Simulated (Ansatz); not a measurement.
# GaP: the cost of one run

Computed with Ansatz 0.2.0 (DFT PBE, scalar-relativistic, unless a step's input says otherwise).

### Step 1. The system as given

Symmetry: F-43m, No. 216, cubic system. The conventional cell has a = 5.451 Å, b = 5.451 Å, c = 5.451 Å, α = 90.00°, β = 90.00°, γ = 90.00°. Ga (site symmetry -43m) is surrounded by 4 P at 2.36 Å. P (site symmetry -43m) is surrounded by 4 Ga at 2.36 Å.

Coordinates:

```xyz
2
Lattice="0.0000 2.7252 2.7252 2.7252 0.0000 2.7252 2.7252 2.7252 0.0000" Properties=species:S:1:pos:R:3 pbc="T T T"
Ga    0.0000    0.0000    0.0000
P     4.0879    4.0879    4.0879
```

The cell is a deposited one (Crystallography Open Database entry 9008846); the temperature and pressure of the measurement aren't taken into account, and nothing was relaxed.

Atoms are numbered in the order of the input: Ga1, P2.

### Step 2. Volume × 0.94, LAPW

File input.yaml:

```yaml
crystal:
  lattice:
    - [0.0, 2.6696170428, 2.6696170428]
    - [2.6696170428, 0.0, 2.6696170428]
    - [2.6696170428, 2.6696170428, 0.0]
  atoms:
    - { symbol: Ga, position: [0.0, 0.0, 0.0] }
    - { symbol: P, position: [0.75, 0.75, 0.75] }
kpoints:
  mp_grid: { grid: [10, 10, 10] }
  band_path:
    path:
      - [0.0, 0.0, 0.0]
      - [-0.5, -0.5, 0.0]
      - [-0.375, -0.375, 0.25]
      - [-0.375, 0.0, 0.375]
      - [0.0, 0.0, 0.0]
      - [0.0, 0.0, 0.5]
      - [-0.5, -0.25, 0.25]
      - [-0.5, -0.5, 0.0]
    npoints: 5
scf:
  occupations: { method: fermi_dirac, width: 0.05 }
hamiltonian:
  xc: pbe
  pseudopotentials: { kind: all_electron, lapw: { basis_error: 0.0005 } }
output:
  forces: true
  stress: true
  eigenvalues: true
```

Command:

```console
> ansatz run input.yaml --threads 1 --pin off --max-ram 3072MiB --backend cpu --events-out ev --progress --plain --runs-dir out
```

Q: Estimate wall time and peak memory on 1 thread of Intel Xeon Platinum 8488C (Sapphire Rapids), shared host.

About 13 s, with a peak of 0.35 GiB.
